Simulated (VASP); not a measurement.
Rh, 1 atom in the cell. The structure is cubic, space group Fm-3m (No. 225). The conventional cell has a = 3.780 Å, b = 3.780 Å, c = 3.780 Å, α = 90.00°, β = 90.00°, γ = 90.00°. Rh (site symmetry m-3m) has 12 Rh at 2.67 Å as nearest neighbours. The cell was built by a generator and needn't be a form met in nature.

- Program: VASP 6.6.1
- Task: relaxation of cell and atoms
- Functional: PBE
- Potentials or basis: VASP PAW PBE potentials, release 64 (Rh_pv)
- Cutoff: 700 eV
- k mesh: 18 × 18 × 18
- Occupations: methfessel-paxton, width 0.1 eV
- Spin: no spin polarisation
- Further INCAR settings: ALGO = Normal; EDIFF = 1e-06; IBRION = 2; EDIFFG = -0.005; NSW = 60; ISIF = 3

Potentials or basis: VASP PAW PBE potentials, release 64 (Rh_pv).

Run with:

```bash
$ cat potpaw_PBE.64/Rh_pv/POTCAR > POTCAR
$ mpirun -np 1 vasp_std > vasp.out
```

Hardware: 1 thread of Intel(R) Xeon(R) 6975P-C (Granite Rapids), on a shared host.

Task: How long does it take, and how much memory?

Result: It took 32 s on 1 thread of Intel(R) Xeon(R) 6975P-C (Granite Rapids), on a shared host, peak memory 0.18 GiB. Counts: scf iterations 33, k points 195, ion steps 4.
